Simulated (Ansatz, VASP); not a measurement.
## Cross-check of CuI (Marshite) between VASP and Ansatz

Aim: how closely do two programs agree when they are given the same cell, functional and k mesh? The cell is taken from a series of VASP runs on this material, whose earlier steps may have relaxed, scaled or displaced it; both programs get it as it stands.

Main program and level: Ansatz 0.2.0; plane waves, with VASP 6.6.1 beside it; zone-centre phonons at r2SCAN and relaxation of cell and atoms at HSE06.

### 1. Starting point

It takes space group F-43m (No. 216, cubic). The conventional cell has a = 6.015 Å, b = 6.015 Å, c = 6.015 Å, α = 90.00°, β = 90.00°, γ = 90.00°. Nearest to I lie 4 Cu at 2.60 Å. Cu has 4 I at 2.60 Å nearest. Farther neighbours and most contacts between anions are not listed.

### 2. Ansatz: zone-centre phonons, r2SCAN

Ansatz runs on its default PAW (the set named soft_2) files.

Second derivatives magnify differences that forces hide, and they need a tight electronic threshold.

The input, input.yaml:

```yaml
crystal:
  lattice:
    - [0.0, 3.007459602, 3.007459602]
    - [3.007459602, 0.0, 3.007459602]
    - [3.007459602, 3.007459602, 0.0]
  atoms:
    - { symbol: I, position: [0.0, 0.0, 0.0] }
    - { symbol: Cu, position: [0.75, 0.75, 0.75] }
hamiltonian:
  xc: r2scan
  pseudopotentials: { kind: paw }
kpoints:
  mp_grid: { grid: [10, 10, 10] }
scf:
  occupations: { method: gaussian, width: 0.03 }
phonons:
  method: dfpt
  qpoints: [[0, 0, 0]]
```

On the command line:

```bash
$ ansatz run input.yaml --threads 4 --pin off --max-ram 9216MiB --backend cpu --events-out ev --progress --plain --runs-dir out
```

Numbers of over 12 decimals in the logs are rounded to 6 here.

The program printed:

```text
Engine: ansatz 0.2.0, aarch64-unknown-linux-gnu
Pseudopotentials: kind: paw
Pseudopotential: I, paw, valence charge 17, recommended cutoff 500 eV (meta_gga), I.paw.azcp
Pseudopotential: Cu, paw, valence charge 19, recommended cutoff 500 eV (meta_gga), Cu.paw.azcp
Functional definition: r2SCAN
  parameter k0 = 0.174
  parameter k1 = 0.065
  parameter a1 = 4.9479
  exchange = r2scan_x(k0 = k0, k1 = k1, a1 = a1)
  correlation = r2scan_c
Crystal: 2 atoms, lattice volume = 54.404 Å³
Basis set: ecut = 500 eV, 1411 PW (Γ), exchange–correlation on 160×160×160 points (125 copies of the dense FFT grid, shifted against one another)
Bands: 22, of which v1, the nominal top of the filled ones, is band 18 counted from 1 (17 counted from 0)
Symmetry: 24 space group operations
k-points: 171 of 1000 (irreducible under 4 space group operations, time reversal used)
Non-local potential: I, projectors of the file, l = 0: 2, l = 1: 2, l = 2: 2, l = 3: 2
Non-local potential: Cu, projectors of the file, l = 0: 3, l = 1: 2, l = 2: 3, l = 3: 1
PAW form: soft (Blöchl's): semilocal exchange-correlation on the pseudo side does not see the compensation charge
PAW frozen core: I, regenerated for the run's functional (the file was generated under x = pbe(κ = 0.804, μ = 0.219515), c = pbe(β = 0.066725))
PAW frozen core: Cu, regenerated for the run's functional (the file was generated under x = pbe(κ = 0.804, μ = 0.219515), c = pbe(β = 0.066725))
PAW one-centre angular grid: I, 590 points (default); XC on 160 Gauss nodes
PAW one-centre angular grid: Cu, 590 points (default); XC on 160 Gauss nodes
Initial density: superposition of atomic densities (neutral atoms: chi_scale 0, normalization atom), corrected by the library's trained network
Initial wavefunctions: pseudopotential atomic-orbital guess
Functional: x = r2scan, c = r2scan; τ floored in thin density (d = 2e-4 eV/Å³)
SCF iter   1: F=—  HF=-14159.672847 eV  |F-HF|=—  |Δ(HF+E_count)|=         —  Δρ=2.36e-2  dr2=1.80e-1  dr2_τ=1.09e-3  ethr=1.77e-3  ⟨swp⟩=6.1  Hψ=18568  notcnv=0
preconditioner: auto → none  [insulator: Δε(μ)=1.886 eV  Ē_g=9.766 eV  σ=0.030 eV  W_gap=1.00  n_scr=14 (ndim 8)  ℏωp=21.4 eV  f_vac=0.172  D(μ)=0.00/eV (n_scr^D=0)  ε∞_Penn≈5.8]
SCF iter   2: F=—  HF=-14159.716972 eV  |F-HF|=—  |Δ(HF+E_count)|=   4.41e-2  Δρ=2.78e-2  dr2=2.78e-1  dr2_τ=1.58e-3  ethr=5.00e-4  ⟨swp⟩=3.0  Hψ=9550  notcnv=0
SCF iter   3: F=—  HF=-14159.647252 eV  |F-HF|=—  |Δ(HF+E_count)|=   6.97e-2  Δρ=2.65e-3  dr2=3.73e-3  dr2_τ=5.85e-5  ethr=5.00e-4  ⟨swp⟩=2.0  Hψ=6570  notcnv=0
SCF iter   4: F=—  HF=-14159.646195 eV  |F-HF|=—  |Δ(HF+E_count)|=   1.06e-3  Δρ=2.16e-3  dr2=1.67e-3  dr2_τ=4.16e-6  ethr=1.04e-5  ⟨swp⟩=2.0  Hψ=6082  notcnv=0
SCF iter   5: F=—  HF=-14159.645875 eV  |F-HF|=—  |Δ(HF+E_count)|=   3.20e-4  Δρ=7.31e-4  dr2=1.98e-4  dr2_τ=3.96e-7  ethr=4.65e-6  ⟨swp⟩=2.0  Hψ=4435  notcnv=0
SCF iter   6: F=—  HF=-14159.645838 eV  |F-HF|=—  |Δ(HF+E_count)|=   3.70e-5  Δρ=3.09e-5  dr2=5.54e-7  dr2_τ=3.13e-8  ethr=5.50e-7  ⟨swp⟩=2.0  Hψ=4662  notcnv=0
SCF iter   7: F=—  HF=-14159.645837 eV  |F-HF|=—  |Δ(HF+E_count)|=   8.88e-7  Δρ=5.00e-6  dr2=1.41e-8  dr2_τ=3.07e-10  ethr=1.54e-9  ⟨swp⟩=2.1  Hψ=6166  notcnv=0
SCF iter   8: F=—  HF=-14159.645837 eV  |F-HF|=—  |Δ(HF+E_count)|=   3.91e-9  Δρ=6.22e-7  dr2=1.10e-10  dr2_τ=6.20e-12  ethr=3.92e-11  ⟨swp⟩=2.0  Hψ=6188  notcnv=0
SCF iter   9: F=-14159.645837 eV  HF=-14159.645837 eV  |F-HF|=1.82e-12  |Δ(HF+E_count)|=  4.18e-11  Δρ=1.46e-7  dr2=6.30e-12  dr2_τ=4.05e-13  ethr=1.00e-12  ⟨swp⟩=8.0  Hψ=21421  notcnv=0
SCF 1 converged in 9 iterations: F = -14159.645837 eV  dr2 = 6.30e-12
  greatest PAW one-centre occupation: 1.000 electrons in one spin orbital (limit 2), on the Cu atom at site 1 (counted from 0), in its partial waves of l = 0
DFPT response loops at Γ: preconditioner auto → none (the input reference at scf.mixing.eps_inf says where Resta's filter doesn't serve); β = 0.50; Broyden in place of MSR1
SCF converged after 9 iterations
Free energy (F): -14159.645837 eV
Harris-Foulkes:  -14159.645837 eV  (|F-HF|=1.82e-12)
Internal energy: -14159.645837 eV  (E = F + TS)
E sigma→0 (E₀):  -14159.645837 eV
Fermi energy:    9.159840 eV
--- Per-component energies (eV) ---
  E_band       = -897.071919
  E_kinetic    = 489.242323
  E_local      = -7579.381968  (includes V_loc(G=0)·N_el)
  E_nonlocal   = 320.960099
  E_hartree    = 3530.729850
  E_xc         = -202.124728
  E_vxc        = -260.223017  (∫ρ·V_xc dr)
  E_paw        = -6531.505611  (= ΣΔE_a)
  E_vpaw       = -945.701339  (= ΣTr[D̂ρ^β])
  E_aug_tail   = 0.000127  (compensation charges beyond the density's cutoff)
  E_vtau       = 16.572033  (kinetic-family band-sum trace: ∫τ·v_τ [+ j·A + Jᵃ·Aᵃ] dr)
  E_ewald      = -4187.337875
  E_core_change = -0.228055  (= ΣΔE_core)
  E_smearing   = -0.000000  (= −TS)
  E_closure    = -0.000000  (closes the sum)
  Σ components = -14159.645837   (vs F -14159.645837, Δ=0.00e0)
--- Band table (eV; the first three rows and the last of 171) ---
  k-point 0: bands = [... 14 lower, 6.3853, 8.3194, 8.3194, 8.3194, 9.9997, 13.5541, 13.5541, 13.5541]
  k-point 1: bands = [... 14 lower, 6.3808, 7.8810, 8.2387, 8.2387, 10.4865, 13.4583, 13.7100, 13.7100]
  k-point 2: bands = [... 14 lower, 6.3746, 7.2579, 8.0418, 8.0418, 11.0006, 13.7686, 14.0222, 14.0222]
  k-point 170: bands = [... 14 lower, 6.3677, 6.5172, 6.6760, 7.0453, 12.9421, 13.3791, 14.5763, 15.7443]
--- Phonons (Γ-DFPT): 2 representative perturbations + reference, on 171 of 1000 k-points (Σ response iterations 12) ---
  k mesh reduced under 4 symmetry operations, with k and −k counted as one. Each operation leaves every solved perturbation unchanged. A smaller set is not considered because the functional reads the kinetic-energy density
  ASR residual: 1.087e-4 → 0.000e0 eV/Å²; symmetrization residual: 2.706e-5 eV/Å²
  ASR residual per site (eV/Å²): 1.09e-4 3.92e-5
  Γ frequencies (cm⁻¹): 0.00 0.00 0.00 131.36 131.36 131.36
  non-analytic LO–TO correction: not included (Born effective charges unavailable; polar crystals: no LO–TO splitting at Γ)
--- Phonons (arbitrary-q DFPT): 1 explicit q-point ---
  q = [0, 0, 0] (of the zone-centre solve; hermiticity 2.01e-5, symmetrization 1.11e-12): 0.00 0.00 0.00 131.36 131.36 131.36
  sum rule: each row above includes the acoustic sum rule's correction from the zone centre's row sums; it moved no ω² by more than (0.48 cm⁻¹)²
```

The job ended after 52 s (4 threads of Arm Neoverse V2, shared host; peak memory 1.7 GiB).

### 3. VASP: zone-centre phonons, r2SCAN

The same cell, functional, mesh and smearing now go to VASP, with its own data sets and cutoff.

Lines of VASP's logs that name or quote its potential files are left out, and so is its time.

The input, INCAR:

```
SYSTEM = CuI
PREC = Accurate
ENCUT = 450
EDIFF = 1E-08
NELM = 100
ISMEAR = 0
SIGMA = 0.03
LREAL = .FALSE.
ALGO = Normal
METAGGA = R2SCAN
LASPH = .TRUE.
NBANDS = 15
LORBIT = 11
LWAVE = .FALSE.
LCHARG = .FALSE.
KPAR = 4
IBRION = 6
NFREE = 2
POTIM = 0.015
NSW = 1
ISIF = 2
```

The input, POSCAR:

```
CuI
1.0
    0.0000000000      3.0074596020      3.0074596020
    3.0074596020      0.0000000000      3.0074596020
    3.0074596020      3.0074596020      0.0000000000
I Cu
1 1
Direct
    0.0000000000      0.0000000000      0.0000000000
    0.7500000000      0.7500000000      0.7500000000
```

The input, KPOINTS:

```
Automatic mesh
0
Gamma
10 10 10
0 0 0
```

Potentials, in the order of the species: I and Cu (PBE family, release 64).

On the command line:

```bash
$ mpirun -np 4 vasp_std
```

The program printed:

```text
[banner, memory and clock lines left out]
running    4 mpi-ranks, on    1 nodes
 distrk:  each k-point on    1 cores,    4 groups
 distr:  one band on    1 cores,    1 groups

 POSCAR found type information on POSCAR I Cu
 POSCAR found :  2 types and       2 ions
|                                                                             |
|               ----> ADVICE to this user running VASP <----                  |
|                                                                             |
|     You enforced a specific xc type in the INCAR file but a different       |
|     [... a line on the potential file left out ...]
|     I HOPE YOU KNOW WHAT YOU ARE DOING!                                     |
|                                                                             |

 LDA part: xc-table for (None), standard interpolation
 POSCAR, INCAR and KPOINTS ok, starting setup
 FFT: planning ... GRIDC
 FFT: planning ... GRID_SOFT
 FFT: planning ... GRID
 WAVECAR not read
 entering main loop
       N       E                     dE             d eps       ncg     rms          rms(c)
DAV:   1     0.582882919960E+02    0.58288E+02   -0.71493E+03  1410   0.116E+03
DAV:   2    -0.336572064774E+02   -0.91945E+02   -0.83433E+02  1536   0.226E+02
DAV:   3    -0.389468450443E+02   -0.52896E+01   -0.52226E+01  1802   0.605E+01
DAV:   4    -0.390860123184E+02   -0.13917E+00   -0.13911E+00  1649   0.959E+00
DAV:   5    -0.390934874635E+02   -0.74751E-02   -0.74750E-02  2140   0.240E+00    0.597E+00
DAV:   6    -0.361487398314E+02    0.29447E+01   -0.68213E+00  1480   0.673E+01    0.468E+00
DAV:   7    -0.357905981099E+02    0.35814E+00   -0.11039E+00  1781   0.377E+01    0.239E+00
DAV:   8    -0.358337952949E+02   -0.43197E-01   -0.49706E-01  1764   0.201E+01    0.144E+00
DAV:   9    -0.357920173657E+02    0.41778E-01   -0.18130E-01  1564   0.125E+01    0.893E-02
DAV:  10    -0.357933909569E+02   -0.13736E-02   -0.62341E-03  1690   0.639E-01    0.987E-02
DAV:  11    -0.357935332528E+02   -0.14230E-03   -0.72642E-04  1908   0.728E-01    0.919E-02
DAV:  12    -0.357934271605E+02    0.10609E-03   -0.24095E-04  1873   0.479E-01    0.331E-02
DAV:  13    -0.357934140156E+02    0.13145E-04   -0.92332E-05  1904   0.264E-01    0.572E-03
DAV:  14    -0.357934162291E+02   -0.22135E-05   -0.94645E-06  2234   0.268E-02    0.608E-03
DAV:  15    -0.357934171397E+02   -0.91062E-06   -0.11342E-06  1774   0.326E-02    0.540E-03
DAV:  16    -0.357934168745E+02    0.26519E-06   -0.70916E-07  1781   0.298E-02    0.126E-03
DAV:  17    -0.357934168960E+02   -0.21546E-07   -0.12992E-07  2239   0.402E-03    0.620E-04
DAV:  18    -0.357934168081E+02    0.87961E-07   -0.44097E-09   957   0.113E-03    0.366E-04
DAV:  19    -0.357934166702E+02    0.13793E-06   -0.10040E-08  1097   0.164E-03    0.236E-04
DAV:  20    -0.357934166716E+02   -0.14861E-08   -0.14160E-09   873   0.377E-04
   1 F= -.35793417E+02 E0= -.35793417E+02  d E =-.296794E-11
[...]
2 F= -.35793110E+02 E0= -.35793110E+02  d E =-.279548E-11
[...]
3 F= -.35793118E+02 E0= -.35793118E+02  d E =-.279428E-11
[...]
4 F= -.35793051E+02 E0= -.35793051E+02  d E =-.273492E-11
 Finite differences progress:
  Degree of freedom:   2/  2
  Displacement:        1/  2
  Total:               3/  4
 bond charge predicted
       N       E                     dE             d eps       ncg     rms          rms(c)
DAV:   1    -0.357815672639E+02    0.11484E-01   -0.33455E+00  5130   0.123E+01    0.185E-01
DAV:   2    -0.357930861104E+02   -0.11519E-01   -0.38287E-02  6091   0.187E+00    0.740E-02
DAV:   3    -0.357930556474E+02    0.30463E-04   -0.11289E-03  7841   0.548E-01    0.423E-02
DAV:   4    -0.357930525019E+02    0.31455E-05   -0.49880E-05  7881   0.121E-01    0.324E-02
DAV:   5    -0.357930476225E+02    0.48793E-05   -0.83792E-05  8028   0.929E-02    0.664E-03
DAV:   6    -0.357930483115E+02   -0.68894E-06   -0.14613E-06  6287   0.966E-03    0.451E-03
DAV:   7    -0.357930480966E+02    0.21491E-06   -0.16450E-06  7423   0.146E-02    0.290E-03
DAV:   8    -0.357930481458E+02   -0.49263E-07   -0.44809E-07  7956   0.872E-03    0.384E-04
DAV:   9    -0.357930481599E+02   -0.14085E-07   -0.80765E-09  4623   0.749E-04    0.303E-04
DAV:  10    -0.357930481807E+02   -0.20762E-07   -0.22557E-09  3447   0.716E-04    0.103E-04
DAV:  11    -0.357930481773E+02    0.33829E-08   -0.11208E-09  3307   0.483E-04
   5 F= -.35793048E+02 E0= -.35793048E+02  d E =-.274841E-11
 Finite differences progress:
  Degree of freedom:   2/  2
  Displacement:        2/  2
  Total:               4/  4
```

OUTCAR, selected parts (step 3):

```text
ion  position               nearest neighbor table
   1  0.000  0.000  0.000-   2 2.60   2 2.60   2 2.60   2 2.60
   2  0.750  0.750  0.750-   1 2.60   1 2.60   1 2.60   1 2.60

  LATTYP: Found a face centered cubic cell.
 ALAT       =     6.0149192040

 Subroutine GETGRP returns: Found 24 space group operations
 (whereof 24 operations were pure point group operations)

The static configuration has the point symmetry T_d .

 Found     47 irreducible k-points:

   k-points           NKPTS =     47   k-points in BZ     NKDIM =     47   number of bands    NBANDS=     15

   dimension x,y,z NGX =    30 NGY =   30 NGZ =   30
   dimension x,y,z NGXF=    60 NGYF=   60 NGZF=   60

   ENCUT  =  450.0 eV  33.07 Ry    5.75 a.u.   7.36  7.36  7.36*2*pi/ulx,y,z

   NELECT =      18.0000    total number of electrons

 k-points in reciprocal lattice and weights: Automatic mesh
   0.00000000  0.00000000  0.00000000       0.001
   0.10000000  0.00000000  0.00000000       0.008
   0.20000000  0.00000000  0.00000000       0.008
   0.30000000  0.00000000  0.00000000       0.008
   0.40000000  0.00000000  0.00000000       0.008
   0.50000000  0.00000000  0.00000000       0.004
   0.10000000  0.10000000  0.00000000       0.006
   0.20000000  0.10000000  0.00000000       0.024
   0.30000000  0.10000000  0.00000000       0.024
[...]
-0.30000000  0.40000000  0.20000000       0.024
  -0.30000000  0.50000000  0.20000000       0.012

 average (electrostatic) potential at core
       1 -97.1535       2 -71.2057

 E-fermi :   4.6461

 k-point     1 :       0.0000    0.0000    0.0000
  band No.  band energies     occupation
    ...
      5       2.5844      2.00000
      6       2.5844      2.00000
      7       4.5120      2.00000
      8       4.5197      2.00000
      9       4.5269      2.00000
     10       6.2053      0.00000
     11       9.7316      0.00000
     12       9.7351      0.00000
     13       9.7393      0.00000
     14      13.2115      0.00000
    ...

 k-point     2 :       0.1000    0.0000    0.0000
  band No.  band energies     occupation
    ...
      5       2.5801      2.00000
      6       2.5804      2.00000
      7       4.0773      2.00000
      8       4.4389      2.00000
      9       4.4455      2.00000
     10       6.6905      0.00000
     11       9.6399      0.00000
     12       9.8855      0.00000
     13       9.8960      0.00000
     14      13.7809      0.00000
    ...

 k-point     3 :       0.2000    0.0000    0.0000
  band No.  band energies     occupation
    ...
      5       2.5740      2.00000
      6       2.5754      2.00000
      7       3.4553      2.00000
      8       4.2470      2.00000
      9       4.2476      2.00000
     10       7.2005      0.00000
     11       9.9549      0.00000
     12      10.1861      0.00000
     13      10.2115      0.00000
     14      13.6053      0.00000
    ...

  Total       -0.0077399     -0.0024470     -0.0024470      0.0000000     -0.0538487      0.0000000
  in kB       -0.2279390     -0.0720633     -0.0720633      0.0000000     -1.5858286      0.0000000
  external PRESSURE =      -0.1240219 kB  Pullay stress =       0.0000000 kB

  energy-cutoff  :      450.00
  volume of cell :       54.40
      direct lattice vectors                 reciprocal lattice vectors
     0.000000000  3.007459602  3.007459602    -0.166253272  0.166253272  0.166253272
     3.007459602  0.000000000  3.007459602     0.166253272 -0.166253272  0.166253272
     3.007459602  3.007459602  0.000000000     0.166253272  0.166253272 -0.166253272

 POSITION                                       TOTAL-FORCE (eV/Angst)
 -----------------------------------------------------------------------------------
      0.00000      0.00000      0.00000        -0.044095      0.000000      0.000000
      4.49619      4.51119      4.51119         0.044095      0.000000      0.000000
 -----------------------------------------------------------------------------------
    total drift:                                0.007116      0.000006      0.000006

  FREE ENERGIE OF THE ION-ELECTRON SYSTEM (eV)
  ---------------------------------------------------
  free  energy   TOTEN  =       -35.7930481773 eV

  energy  without entropy=      -35.7930481773  energy(sigma->0) =      -35.79304818

 Eigenvectors and eigenvalues of the dynamical matrix
 ----------------------------------------------------

   1 f  =    4.052425 THz    25.462138 2PiTHz  135.174352 cm-1    16.759476 meV
             X         Y         Z           dx          dy          dz
      0.000000  0.000000  0.000000     0.000000   -0.170850   -0.533800
      4.511189  4.511189  4.511189     0.000000    0.252453    0.788756

   2 f  =    4.052425 THz    25.462138 2PiTHz  135.174352 cm-1    16.759476 meV
             X         Y         Z           dx          dy          dz
      0.000000  0.000000  0.000000     0.560475   -0.000000    0.000000
      4.511189  4.511189  4.511189    -0.828171    0.000000    0.000000

   3 f  =    4.052425 THz    25.462138 2PiTHz  135.174352 cm-1    16.759476 meV
             X         Y         Z           dx          dy          dz
      0.000000  0.000000  0.000000     0.000000   -0.533800    0.170850
      4.511189  4.511189  4.511189     0.000000    0.788756   -0.252453

   4 f/i=    0.084584 THz     0.531457 2PiTHz    2.821420 cm-1     0.349811 meV
             X         Y         Z           dx          dy          dz
      0.000000  0.000000  0.000000     0.179977    0.771222    0.242266
      4.511189  4.511189  4.511189     0.121801    0.521934    0.163956

   5 f/i=    0.084584 THz     0.531457 2PiTHz    2.821420 cm-1     0.349811 meV
             X         Y         Z           dx          dy          dz
      0.000000  0.000000  0.000000     0.000000   -0.248197    0.790105
      4.511189  4.511189  4.511189     0.000000   -0.167971    0.534713

   6 f/i=    0.084584 THz     0.531457 2PiTHz    2.821420 cm-1     0.349811 meV
             X         Y         Z           dx          dy          dz
      0.000000  0.000000  0.000000     0.808379   -0.171704   -0.053938
      4.511189  4.511189  4.511189     0.547080   -0.116203   -0.036503

 ELASTIC MODULI CONTR FROM IONIC RELAXATION (kBar)
 Direction    XX          YY          ZZ          XY          YZ          ZX
 --------------------------------------------------------------------------------
 XX          -0.0000     -0.0000     -0.0000     -0.0000     -0.0000     -0.0000
 YY          -0.0000     -0.0000     -0.0000     -0.0000     -0.0000     -0.0000
 ZZ          -0.0000     -0.0000     -0.0000     -0.0000     -0.0000     -0.0000
 XY          -0.0000     -0.0000     -0.0000   -138.4709      0.0000      0.0000
 YZ          -0.0000     -0.0000     -0.0000      0.0000   -138.4709      0.0000
 ZX          -0.0000     -0.0000     -0.0000      0.0000      0.0000   -138.4709
 --------------------------------------------------------------------------------

 total charge
# of ion       s       p       d       tot
------------------------------------------
    1        1.491   2.817   0.057   4.364
    2        0.326   0.282   9.362   9.970
--------------------------------------------------
tot          1.817   3.099   9.419  14.335

[... 3 further parts left out ...]
```

### 4. Comparison

Known differences besides the potentials themselves: VASP keeps PBE cores, Ansatz makes them for the functional; the data sets hold 36 valence electrons in Ansatz (default PAW (the set named soft_2) files) and 18 in VASP; the cutoff is 500 eV in Ansatz and 450 eV in VASP; VASP uses finite displacements, Ansatz perturbation theory. Total energies have different zeros and are not compared.

Both answers:

```
                  quantity  Ansatz   VASP  difference
optical mode 1 to 3 (cm⁻¹)   131.4  135.2     -2.82 %
```

Modes are paired by rising frequency and degeneracy, not by their patterns, so a pair may still set unlike modes beside each other.

### 5. Other set-ups

Further runs change the set-up of one program: Ansatz's method, potentials or start, or VASP's data sets, cutoff or form of LDA. The table gives Ansatz less VASP for each quantity, since a change that brings one quantity closer may part another.

```
                              run  optical mode 1 to 3 (%)
                         as above                     -2.8
Ansatz's all-electron LAPW method                     -3.2
```

(Continued in part 2 of 2.)

[Lines on the potential files, build, host, timing and source positions are cut from VASP's logs without a mark.]

[Logs are printed without paths, hosts, clocks, repeated set-up lines and the standing remarks that a program may print on its own settings, such as how far it seeks lower states.]

[Hosts, paths, dates, database ids (printed as entryN), source tags and the programs' standing remarks are cut or masked in the printed files.]
